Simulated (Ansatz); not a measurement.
# ZrSe2: the cell at several levels of theory, part 2 of 2

Ansatz 0.2.0, plane waves. The steps go on from the part before.

**3. Relaxation with r2SCAN+rVV10**

The cell of step 2 is the starting point.

Contents of input.yaml:

```yaml
crystal:
  lattice:
    - [3.745471236, 0.0, 0.0]
    - [-1.872735618, 3.2436732395, 0.0]
    - [0.0, 0.0, 6.0123446336]
  atoms:
    - { symbol: Zr, position: [0.0, 0.0, 0.0] }
    - { symbol: Se, position: [0.3333333333, 0.6666666667, 0.2648201836] }
    - { symbol: Se, position: [0.6666666667, 0.3333333333, 0.7351798164] }
kpoints:
  mp_grid: { grid: [12, 12, 4] }
hamiltonian:
  xc: r2scan
  dispersion: rvv10
scf:
  occupations: { method: fermi_dirac, width: 0.02 }
relax:
  f_tol: 0.005
  cell: {}
```

The run is started by

```bash
$ ansatz run input.yaml --threads 2 --pin off --max-ram 2211MiB --backend cpu --events-out ev --progress --plain --runs-dir out
```

Log:

```text
Warning: RAYON_NUM_THREADS=2 ignored (pool sized by the plan → 2); use --threads N
Engine: ansatz 0.2.0, x86_64-unknown-linux-gnu
Pseudopotentials: kind: paw
Pseudopotential: Zr, paw, valence charge 12, recommended cutoff 500 eV (meta_gga), Zr.paw.azcp
Pseudopotential: Se, paw, valence charge 16, recommended cutoff 500 eV (meta_gga), Se.paw.azcp
Functional definition: r2SCAN+rVV10
  parameter k0 = 0.174
  parameter k1 = 0.065
  parameter a1 = 4.9479
  exchange = r2scan_x(k0 = k0, k1 = k1, a1 = a1)
  correlation = r2scan_c + rvv10(11.95, 0.0093)
Crystal: 3 atoms, lattice volume = 73.044 Å³
Basis set: ecut = 500 eV, 1809 PW (Γ), exchange–correlation on 128×128×200 points (64 copies of the dense FFT grid, shifted against one another)
Bands: 27, of which v1, the nominal top of the filled ones, is band 22 counted from 1 (21 counted from 0)
Symmetry: 12 space group operations
Space group: P-3m1 (ITA 164), of the structure as read, at distance tolerance 4.2e-5 Å
k-points: 69 of 576
Non-local potential: Zr, projectors of the file, l = 0: 3, l = 1: 2, l = 2: 2, l = 3: 2
Non-local potential: Se, projectors of the file, l = 0: 2, l = 1: 2, l = 2: 3, l = 3: 1
PAW form: soft (Blöchl's): semilocal exchange-correlation on the pseudo side does not see the compensation charge
rVV10 density: all electrons in the spheres
PAW frozen core: Zr, regenerated for the run's functional (the file was generated under x = pbe(κ = 0.804, μ = 0.2195149727645171), c = pbe(β = 0.06672455060314922))
PAW frozen core: Se, regenerated for the run's functional (the file was generated under x = pbe(κ = 0.804, μ = 0.2195149727645171), c = pbe(β = 0.06672455060314922))
PAW one-centre angular grid: Zr, 590 points (default); XC on 160 Gauss nodes
PAW one-centre angular grid: Se, 590 points (default); XC on 160 Gauss nodes
Initial density: superposition of atomic densities (neutral atoms: chi_scale 0, normalization atom), corrected by the library's trained network
Initial wavefunctions: pseudopotential atomic-orbital guess
Functional: x = r2scan, c = r2scan + rvv10(b = 11.95, C = 0.0093); τ floored in thin density (d = 2e-4 eV/Å³)
SCF iter   1: F=—  HF=-15151.924822 eV  |F-HF|=—  |Δ(HF+E_count)|=         —  Δρ=1.07e-2  dr2=2.58e-1  dr2_τ=2.20e-2  ethr=1.77e-3  ⟨swp⟩=5.7  Hψ=7131  notcnv=0
preconditioner: auto → Resta (q_TF=auto, 2.507 Å⁻¹)  ε∞=5.0  [insulator: Δε(μ)=0.512 eV  Ē_g=8.695 eV  σ=0.020 eV  W_gap=1.00  n_scr=22 (ndim 8)  ℏωp=17.4 eV  f_vac=0.031  D(μ)=0.00/eV (n_scr^D=0)  ε∞_Penn≈5.0]
SCF iter   2: F=—  HF=-15151.911875 eV  |F-HF|=—  |Δ(HF+E_count)|=   1.29e-2  Δρ=3.19e-3  dr2=7.65e-3  dr2_τ=4.90e-3  ethr=5.86e-4  ⟨swp⟩=2.1  Hψ=2800  notcnv=0  defer=60
SCF iter   3: F=—  HF=-15151.914066 eV  |F-HF|=—  |Δ(HF+E_count)|=   2.19e-3  Δρ=1.68e-3  dr2=1.52e-3  dr2_τ=9.45e-5  ethr=1.74e-5  ⟨swp⟩=2.0  Hψ=3606  notcnv=0  defer=60
SCF iter   4: F=—  HF=-15151.914597 eV  |F-HF|=—  |Δ(HF+E_count)|=   5.31e-4  Δρ=5.45e-4  dr2=1.52e-4  dr2_τ=8.11e-6  ethr=3.46e-6  ⟨swp⟩=2.1  Hψ=2630  notcnv=0  defer=60
SCF iter   5: F=—  HF=-15151.914650 eV  |F-HF|=—  |Δ(HF+E_count)|=   5.34e-5  Δρ=1.07e-4  dr2=1.09e-5  dr2_τ=6.18e-7  ethr=3.46e-7  ⟨swp⟩=3.0  Hψ=3433  notcnv=0  defer=60
SCF iter   6: F=—  HF=-15151.914656 eV  |F-HF|=—  |Δ(HF+E_count)|=   5.93e-6  Δρ=2.44e-5  dr2=4.44e-7  dr2_τ=2.68e-8  ethr=2.48e-8  ⟨swp⟩=2.0  Hψ=2323  notcnv=0  defer=60
SCF iter   7: F=-15151.914656 eV  HF=-15151.914656 eV  |F-HF|=1.50e-8  |Δ(HF+E_count)|=   1.70e-7  Δρ=4.53e-6  dr2=3.76e-8  dr2_τ=1.27e-9  ethr=2.27e-10  ⟨swp⟩=4.0  Hψ=6696  notcnv=0
SCF 1 converged in 7 iterations: F = -15151.914656 eV  dr2 = 3.76e-8
relax step   1: F+E_penalty+E_count = -15151.91465621 eV  Δ(F+E_penalty+E_count) = +0.000e0 eV  max|allowed force component| = 1.639e-1 eV/Å  Δτ_max = 0.0000 Å  P = +1.324 GPa  Ω = 73.044 Å³  (7 SCF iters, dr2 threshold 1.00e-7 eV, accepted)
Crystal: 3 atoms, lattice volume = 81.971 Å³
Basis set: ecut = 500 eV, 2069 PW (Γ), exchange–correlation on 128×128×200 points (64 copies of the dense FFT grid, shifted against one another)
rVV10 density: all electrons in the spheres
Initial density: handed on by an earlier stage of this run
Initial wavefunctions: those handed on with the density
iter 1 solved again at ethr=1.08e-3 eV; its pass at ethr=3.10e-3 eV (dr2=4.76e-1 eV) is discarded
SCF iter   1: F=—  HF=-15151.286263 eV  |F-HF|=—  |Δ(HF+E_count)|=         —  Δρ=1.65e-2  dr2=4.76e-1  dr2_τ=3.12e-1  ethr=1.08e-3  ⟨swp⟩=1.0  Hψ=10236  notcnv=0
automatic band count: iteration 1 solves 26 bands in place of 27: the levels show a gap, and the empty bands left out lie too high to hold charge; the band table lists the bands solved (type scf.n_extra_bands for more)
preconditioner: auto → Resta (q_TF=auto, 2.460 Å⁻¹)  ε∞=5.2  [insulator: Δε(μ)=1.087 eV  Ē_g=7.969 eV  σ=0.020 eV  W_gap=1.00  n_scr=22 (ndim 8)  ℏωp=16.4 eV  f_vac=0.148  D(μ)=0.00/eV (n_scr^D=0)  ε∞_Penn≈5.2]
SCF iter   2: F=—  HF=-15151.851942 eV  |F-HF|=—  |Δ(HF+E_count)|=   5.66e-1  Δρ=7.79e-3  dr2=9.73e-2  dr2_τ=2.56e-3  ethr=1.08e-3  ⟨swp⟩=2.0  Hψ=2625  notcnv=0
SCF iter   3: F=—  HF=-15151.835157 eV  |F-HF|=—  |Δ(HF+E_count)|=   1.68e-2  Δρ=1.97e-3  dr2=5.58e-3  dr2_τ=5.46e-4  ethr=2.21e-4  ⟨swp⟩=3.1  Hψ=3648  notcnv=0
SCF iter   4: F=—  HF=-15151.835492 eV  |F-HF|=—  |Δ(HF+E_count)|=   3.35e-4  Δρ=1.16e-3  dr2=1.88e-3  dr2_τ=2.19e-5  ethr=1.27e-5  ⟨swp⟩=2.0  Hψ=3551  notcnv=0
SCF iter   5: F=—  HF=-15151.835908 eV  |F-HF|=—  |Δ(HF+E_count)|=   4.16e-4  Δρ=4.06e-4  dr2=3.84e-4  dr2_τ=4.45e-6  ethr=4.27e-6  ⟨swp⟩=2.0  Hψ=2613  notcnv=0
SCF iter   6: F=—  HF=-15151.835943 eV  |F-HF|=—  |Δ(HF+E_count)|=   3.53e-5  Δρ=1.06e-4  dr2=8.28e-6  dr2_τ=1.72e-7  ethr=8.72e-7  ⟨swp⟩=2.0  Hψ=2346  notcnv=0
SCF iter   7: F=—  HF=-15151.835954 eV  |F-HF|=—  |Δ(HF+E_count)|=   1.10e-5  Δρ=2.48e-5  dr2=8.29e-7  dr2_τ=9.36e-8  ethr=1.88e-8  ⟨swp⟩=2.0  Hψ=3244  notcnv=0
SCF iter   8: F=-15151.835954 eV  HF=-15151.835954 eV  |F-HF|=2.85e-8  |Δ(HF+E_count)|=   1.78e-7  Δρ=6.58e-6  dr2=6.64e-8  dr2_τ=3.11e-9  ethr=6.82e-10  ⟨swp⟩=4.7  Hψ=6710  notcnv=0
SCF 2 converged in 8 iterations: F = -15151.835954 eV  dr2 = 6.64e-8
relax step   2: F+E_penalty+E_count = -15151.83595427 eV  Δ(F+E_penalty+E_count) = +7.870e-2 eV  max|allowed force component| = 7.332e-1 eV/Å  Δτ_max = 0.1948 Å  P = +0.579 GPa  Ω = 81.971 Å³  energy of the carried Pulay correction = -1.465e-3 eV  (8 SCF iters, dr2 threshold 3.00e-7 eV, rejected (line search))
Crystal: 3 atoms, lattice volume = 76.876 Å³
Basis set: ecut = 500 eV, 1943 PW (Γ), exchange–correlation on 128×128×200 points (64 copies of the dense FFT grid, shifted against one another)
rVV10 density: all electrons in the spheres
iter 1 solved again at ethr=4.97e-4 eV; its pass at ethr=3.10e-3 eV (dr2=2.19e-1 eV) is discarded
SCF iter   1: F=—  HF=-15152.033756 eV  |F-HF|=—  |Δ(HF+E_count)|=         —  Δρ=1.06e-2  dr2=2.20e-1  dr2_τ=1.08e-1  ethr=4.97e-4  ⟨swp⟩=1.0  Hψ=9673  notcnv=0
automatic band count: iteration 1 solves 26 bands in place of 27: the levels show a gap, and the empty bands left out lie too high to hold charge; the band table lists the bands solved (type scf.n_extra_bands for more)
preconditioner: auto → Resta (q_TF=auto, 2.486 Å⁻¹)  ε∞=5.7  [insulator: Δε(μ)=0.399 eV  Ē_g=7.791 eV  σ=0.020 eV  W_gap=1.00  n_scr=22 (ndim 8)  ℏωp=16.9 eV  f_vac=0.048  D(μ)=0.00/eV (n_scr^D=0)  ε∞_Penn≈5.7]
SCF iter   2: F=—  HF=-15151.937172 eV  |F-HF|=—  |Δ(HF+E_count)|=   9.66e-2  Δρ=4.91e-3  dr2=2.25e-2  dr2_τ=1.97e-3  ethr=4.97e-4  ⟨swp⟩=2.0  Hψ=2540  notcnv=0
SCF iter   3: F=—  HF=-15151.935717 eV  |F-HF|=—  |Δ(HF+E_count)|=   1.46e-3  Δρ=1.84e-3  dr2=3.88e-3  dr2_τ=2.73e-4  ethr=5.11e-5  ⟨swp⟩=3.0  Hψ=3422  notcnv=0
SCF iter   4: F=—  HF=-15151.936151 eV  |F-HF|=—  |Δ(HF+E_count)|=   4.34e-4  Δρ=6.94e-4  dr2=4.93e-4  dr2_τ=7.35e-6  ethr=8.83e-6  ⟨swp⟩=2.0  Hψ=3519  notcnv=0
SCF iter   5: F=—  HF=-15151.936266 eV  |F-HF|=—  |Δ(HF+E_count)|=   1.15e-4  Δρ=2.49e-4  dr2=6.77e-5  dr2_τ=2.23e-6  ethr=1.12e-6  ⟨swp⟩=2.0  Hψ=2346  notcnv=0
SCF iter   6: F=—  HF=-15151.936278 eV  |F-HF|=—  |Δ(HF+E_count)|=   1.21e-5  Δρ=6.61e-5  dr2=4.10e-6  dr2_τ=7.94e-8  ethr=1.54e-7  ⟨swp⟩=2.0  Hψ=3243  notcnv=0
SCF iter   7: F=—  HF=-15151.936283 eV  |F-HF|=—  |Δ(HF+E_count)|=   5.09e-6  Δρ=1.19e-5  dr2=1.00e-7  dr2_τ=4.91e-9  ethr=9.32e-9  ⟨swp⟩=2.0  Hψ=2346  notcnv=0
SCF iter   8: F=—  HF=-15151.936283 eV  |F-HF|=—  |Δ(HF+E_count)|=   7.59e-8  Δρ=2.73e-6  dr2=7.53e-9  dr2_τ=2.24e-10  ethr=2.28e-10  ⟨swp⟩=2.0  Hψ=2346  notcnv=0
SCF iter   9: F=—  HF=-15151.936283 eV  |F-HF|=—  |Δ(HF+E_count)|=   3.38e-9  Δρ=6.14e-7  dr2=4.57e-10  dr2_τ=1.22e-11  ethr=1.71e-11  ⟨swp⟩=2.0  Hψ=2346  notcnv=0
SCF iter  10: F=-15151.936283 eV  HF=-15151.936283 eV  |F-HF|=5.46e-12  |Δ(HF+E_count)|=  1.20e-10  Δρ=1.31e-7  dr2=1.45e-11  dr2_τ=7.78e-13  ethr=1.00e-12  ⟨swp⟩=4.1  Hψ=8954  notcnv=0
SCF 3 converged in 10 iterations: F = -15151.936283 eV  dr2 = 1.45e-11
relax step   3: F+E_penalty+E_count = -15151.93628308 eV  Δ(F+E_penalty+E_count) = -2.163e-2 eV  max|allowed force component| = 5.182e-2 eV/Å  Δτ_max = 0.0694 Å  P = +0.049 GPa  Ω = 76.876 Å³  energy of the carried Pulay correction = -6.498e-4 eV  (10 SCF iters, accepted)
Crystal: 3 atoms, lattice volume = 76.754 Å³
rVV10 density: all electrons in the spheres
iter 1 solved again at ethr=1.27e-6 eV; its pass at ethr=3.10e-3 eV (dr2=5.61e-4 eV) is discarded
SCF iter   1: F=—  HF=-15151.936884 eV  |F-HF|=—  |Δ(HF+E_count)|=         —  Δρ=4.72e-4  dr2=5.09e-4  dr2_τ=2.15e-4  ethr=1.27e-6  ⟨swp⟩=2.7  Hψ=9472  notcnv=0
automatic band count: iteration 1 solves 26 bands in place of 27: the levels show a gap, and the empty bands left out lie too high to hold charge; the band table lists the bands solved (type scf.n_extra_bands for more)
preconditioner: auto → Resta (q_TF=auto, 2.487 Å⁻¹)  ε∞=5.6  [insulator: Δε(μ)=0.581 eV  Ē_g=7.899 eV  σ=0.020 eV  W_gap=1.00  n_scr=22 (ndim 8)  ℏωp=17.0 eV  f_vac=0.058  D(μ)=0.00/eV (n_scr^D=0)  ε∞_Penn≈5.6]
SCF iter   2: F=—  HF=-15151.936990 eV  |F-HF|=—  |Δ(HF+E_count)|=   1.06e-4  Δρ=1.99e-4  dr2=3.83e-5  dr2_τ=4.98e-6  ethr=1.16e-6  ⟨swp⟩=2.0  Hψ=2222  notcnv=0
SCF iter   3: F=—  HF=-15151.936991 eV  |F-HF|=—  |Δ(HF+E_count)|=   1.14e-6  Δρ=9.22e-5  dr2=8.98e-6  dr2_τ=4.62e-7  ethr=8.70e-8  ⟨swp⟩=2.3  Hψ=2603  notcnv=0
SCF iter   4: F=—  HF=-15151.936993 eV  |F-HF|=—  |Δ(HF+E_count)|=   2.10e-6  Δρ=3.37e-5  dr2=1.12e-6  dr2_τ=2.24e-8  ethr=2.04e-8  ⟨swp⟩=2.0  Hψ=3163  notcnv=0
SCF iter   5: F=-15151.936993 eV  HF=-15151.936993 eV  |F-HF|=2.60e-8  |Δ(HF+E_count)|=   2.86e-7  Δρ=1.20e-5  dr2=1.40e-7  dr2_τ=5.06e-9  ethr=6.82e-10  ⟨swp⟩=4.2  Hψ=6651  notcnv=0
SCF 4 converged in 5 iterations: F = -15151.936993 eV  dr2 = 1.40e-7
relax step   4: F+E_penalty+E_count = -15151.93699317 eV  Δ(F+E_penalty+E_count) = -7.101e-4 eV  max|allowed force component| = 3.708e-3 eV/Å  Δτ_max = 0.0042 Å  P = +0.006 GPa  Ω = 76.754 Å³  energy of the carried Pulay correction = -6.297e-4 eV  (5 SCF iters, dr2 threshold 3.00e-7 eV, accepted)
Crystal: 3 atoms, lattice volume = 76.801 Å³
rVV10 density: all electrons in the spheres
iter 1 solved again at ethr=1.72e-8 eV; its pass at ethr=3.10e-3 eV (dr2=7.55e-6 eV) is discarded
SCF iter   1: F=—  HF=-15151.936972 eV  |F-HF|=—  |Δ(HF+E_count)|=         —  Δρ=1.35e-4  dr2=7.36e-6  dr2_τ=4.17e-5  ethr=1.72e-8  ⟨swp⟩=3.0  Hψ=10134  notcnv=0
automatic band count: iteration 1 solves 26 bands in place of 27: the levels show a gap, and the empty bands left out lie too high to hold charge; the band table lists the bands solved (type scf.n_extra_bands for more)
preconditioner: auto → Resta (q_TF=auto, 2.486 Å⁻¹)  ε∞=5.6  [insulator: Δε(μ)=0.595 eV  Ē_g=7.905 eV  σ=0.020 eV  W_gap=1.00  n_scr=22 (ndim 8)  ℏωp=16.9 eV  f_vac=0.060  D(μ)=0.00/eV (n_scr^D=0)  ε∞_Penn≈5.6]
SCF iter   2: F=—  HF=-15151.937035 eV  |F-HF|=—  |Δ(HF+E_count)|=   6.28e-5  Δρ=7.36e-5  dr2=2.11e-6  dr2_τ=1.55e-7  ethr=1.67e-8  ⟨swp⟩=2.0  Hψ=3312  notcnv=0
SCF iter   3: F=—  HF=-15151.937036 eV  |F-HF|=—  |Δ(HF+E_count)|=   1.45e-6  Δρ=1.46e-5  dr2=1.15e-7  dr2_τ=1.49e-8  ethr=4.79e-9  ⟨swp⟩=2.0  Hψ=2358  notcnv=0
SCF iter   4: F=-15151.937037 eV  HF=-15151.937037 eV  |F-HF|=1.13e-8  |Δ(HF+E_count)|=   1.90e-7  Δρ=4.92e-6  dr2=1.37e-8  dr2_τ=1.97e-9  ethr=5.30e-11  ⟨swp⟩=4.9  Hψ=6801  notcnv=0
SCF 5 converged in 4 iterations: F = -15151.937037 eV  dr2 = 1.37e-8
relax step   5: F+E_penalty+E_count = -15151.93703659 eV  Δ(F+E_penalty+E_count) = -4.342e-5 eV  max|allowed force component| = 1.658e-6 eV/Å  Δτ_max = 0.0011 Å  P = +0.013 GPa  Ω = 76.801 Å³  energy of the carried Pulay correction = -6.376e-4 eV  (4 SCF iters, dr2 threshold 2.33e-8 eV, accepted)
Basis set: ecut = 500 eV, 1943 PW (Γ), exchange–correlation on 128×128×216 points (64 copies of the dense FFT grid, shifted against one another)
rVV10 density: all electrons in the spheres
Initial wavefunctions: pseudopotential atomic-orbital guess (no wavefunctions were taken with the density)
iter 1 solved again at ethr=7.32e-8 eV; its pass at ethr=3.10e-3 eV (dr2=3.22e-5 eV) is discarded
SCF iter   1: F=—  HF=-15151.937643 eV  |F-HF|=—  |Δ(HF+E_count)|=         —  Δρ=1.15e-4  dr2=6.68e-7  dr2_τ=5.72e-6  ethr=7.32e-8  ⟨swp⟩=3.4  Hψ=12774  notcnv=0
preconditioner: auto → Resta (q_TF=auto, 2.486 Å⁻¹)  ε∞=5.1  [insulator: Δε(μ)=0.594 eV  Ē_g=8.349 eV  σ=0.020 eV  W_gap=1.00  n_scr=22 (ndim 8)  ℏωp=16.9 eV  f_vac=0.059  D(μ)=0.00/eV (n_scr^D=0)  ε∞_Penn≈5.1]
SCF iter   2: F=—  HF=-15151.937708 eV  |F-HF|=—  |Δ(HF+E_count)|=   6.44e-5  Δρ=5.95e-5  dr2=1.91e-7  dr2_τ=9.33e-7  ethr=1.52e-9  ⟨swp⟩=2.0  Hψ=3381  notcnv=0
SCF iter   3: F=—  HF=-15151.937714 eV  |F-HF|=—  |Δ(HF+E_count)|=   6.39e-6  Δρ=4.29e-6  dr2=2.46e-8  dr2_τ=5.21e-9  ethr=4.33e-10  ⟨swp⟩=2.0  Hψ=3381  notcnv=0
SCF iter   4: F=—  HF=-15151.937714 eV  |F-HF|=—  |Δ(HF+E_count)|=   2.46e-9  Δρ=1.46e-6  dr2=1.23e-9  dr2_τ=4.07e-10  ethr=5.59e-11  ⟨swp⟩=3.0  Hψ=3317  notcnv=0
SCF iter   5: F=—  HF=-15151.937714 eV  |F-HF|=—  |Δ(HF+E_count)|=   1.81e-9  Δρ=3.05e-7  dr2=6.09e-11  dr2_τ=1.25e-11  ethr=2.79e-12  ⟨swp⟩=2.0  Hψ=2566  notcnv=0
SCF iter   6: F=-15151.937714 eV  HF=-15151.937714 eV  |F-HF|=3.64e-12  |Δ(HF+E_count)|=  1.18e-10  Δρ=1.13e-7  dr2=1.19e-11  dr2_τ=6.83e-13  ethr=1.00e-12  ⟨swp⟩=5.7  Hψ=8299  notcnv=0
SCF 6 converged in 6 iterations: F = -15151.937714 eV  dr2 = 1.19e-11
relax step   6: F+E_penalty+E_count = -15151.93771422 eV  Δ(F+E_penalty+E_count) = -6.776e-4 eV  max|allowed force component| = 3.078e-5 eV/Å  Δτ_max = 0.0000 Å  P = +0.016 GPa  Ω = 76.801 Å³  stress off target by 2.17e-2 GPa  SCF on the basis re-selected at this cell (its energy is not comparable with the rows above)  (6 SCF iters)
basis re-selected at this cell: Δ(F+E_penalty+E_count) = -6.776e-4 eV, ΔP = +0.003 GPa vs the last step (what re-selecting the basis moved, of the pressure what is left beyond the Pulay correction that the steps carried, after the strain that the cell walked since its last selection, with what the two solves' SCF thresholds leave and, on support functions, any second-order correction that the steps lacked; it is no measure of the basis error at this ecutwfc). The dense FFT grid was sized anew with the basis: this SCF ran on 32×32×54 points, the steps before it on 32×32×50, so part of this shift can come from that change (see relax.cell in the input reference). This SCF's stress stands 2.17e-2 GPa from its target on what of the cell is left free (relax.cell.stress_tol is 5.00e-2 GPa) and its largest allowed force component is 3.08e-5 eV/Å (relax.f_tol is 5.00e-3 eV/Å): within both
SCF converged after 6 iterations
Free energy (F): -15151.937714 eV
Harris-Foulkes:  -15151.937714 eV  (|F-HF|=3.64e-12)
Internal energy: -15151.937714 eV  (E = F + TS)
E sigma→0 (E₀):  -15151.937714 eV
Fermi energy:    8.885852 eV
--- Per-component energies (eV) ---
  E_band       = -930.003190
  E_kinetic    = 569.574110
  E_local      = -5834.771404  (includes V_loc(G=0)·N_el)
  E_nonlocal   = -1114.016389
  E_hartree    = 2757.149510
  E_xc         = -349.539883
  E_vxc        = -422.787809  (∫ρ·V_xc dr)
  E_paw        = -6819.543511  (= ΣΔE_a)
  E_vpaw       = 335.123359  (= ΣTr[D̂ρ^β])
  E_aug_tail   = -0.000412  (compensation charges beyond the density's cutoff)
  E_vtau       = 22.576423  (kinetic-family band-sum trace: ∫τ·v_τ [+ j·A + Jᵃ·Aᵃ] dr)
  E_ewald      = -4357.095454
  E_core_change = -3.694282  (= ΣΔE_core)
  E_smearing   = -0.000000  (= −TS)
  E_closure    = 0.000000  (closes the sum)
  Σ components = -15151.937714   (vs F -15151.937714, Δ=0.00e0)
--- Forces (eV/Å), atoms counted from 1 ---
  atom   1  Zr     0.00000000    -0.00000000     0.00000000
  atom   2  Se     0.00000000     0.00000000     0.00003078
  atom   3  Se     0.00000000    -0.00000000    -0.00003078
  max |Σ_I F_I| component: 4.63e-18 eV/Å
--- Stress (GPa, compression-positive) ---
        0.012988      -0.000000      -0.000000
        0.000000       0.012988       0.000000
       -0.000000       0.000000       0.021724
  P = ⅓ Tr σ = 0.0159 GPa (0.159 kbar)
--- Relaxed structure (5 steps of the walk, 4 accepted, 1 SCFs on fresh bases) ---
  F+E_penalty+E_count = -15151.93771422 eV   max|allowed force component| = 3.078e-5 eV/Å   (the final SCF, on the basis selected at the relaxed cell)
  cell:  # Å, volume = 76.8014 Å³
    - [3.7881123246982393, -3.9114591547851847e-33, 1.0889313909943057e-17]
    - [-1.8940561623491197, 3.280601505577601, -5.444656954971531e-18]
    - [1.74798587213694e-17, -7.040558890219786e-33, 6.180062713478212]
  atoms:
    - { symbol: Zr, position: [3.7889212748141915e-35, 1.2184238202247918e-34, 4.636507688359277e-69] }
    - { symbol: Se, position: [0.3333333333333333, 0.6666666666666666, 0.253809821517445] }
    - { symbol: Se, position: [0.6666666666666666, 0.3333333333333333, 0.7461901784825546] }
```

It took 32 s on 2 threads of an x86-64 CPU, shared host; peak memory 0.87 GiB.

Ionic steps:

| step | energy change (meV/atom) | largest force (eV/Å) | pressure (GPa) | volume (Å³/atom) |
| --- | --- | --- | --- | --- |
| 1 | 0.0 | 0.1639 | 1.32 | 24.348 |
| 2* | 26.2 | 0.7332 | 0.58 | 27.324 |
| 3 | -7.2 | 0.0518 | 0.05 | 25.625 |
| 4 | -7.4 | 0.0037 | 0.01 | 25.585 |
| 5 | -7.5 | 0.0000 | 0.01 | 25.600 |
| 6 | -7.7 | 0.0000 | 0.02 | 25.600 |

A star marks a trial step that the optimiser took back.

Step 6 solves the same cell on a plane-wave basis chosen anew, so the energy can jump there without a move.

The table lists every geometry solved, with passes on a fresh basis, whose energies don't compare exactly with the rows above.

```
                       before   after   change
                a (Å)   3.745   3.788  +1.14 %
                c (Å)   6.012   6.180  +2.79 %
     volume (Å³/atom)  24.348  25.600  +5.14 %
shortest distance (Å)   2.685   2.691  +0.22 %
          space group   P-3m1   P-3m1     same
```

**4. Results**

What follows sums up all 2 parts.

| level | a (Å) | c (Å) | volume (Å³/atom) | space group | SCF geometries |
| --- | --- | --- | --- | --- | --- |
| PBE-D3(BJ) | 3.745 | 6.012 | 24.348 | P-3m1 | 7 |
| r2SCAN+rVV10 | 3.788 | 6.180 | 25.600 | P-3m1 | 6 |

From the start to the first minimum the volume moved by -30.1 %. The volume runs from PBE-D3(BJ) (least) to r2SCAN+rVV10 (most), a spread of 5.1 %, or 1.7 % in length if all axes shared it alike. The meshes differ: PBE-D3(BJ) 6×6×4, r2SCAN+rVV10 12×12×4.
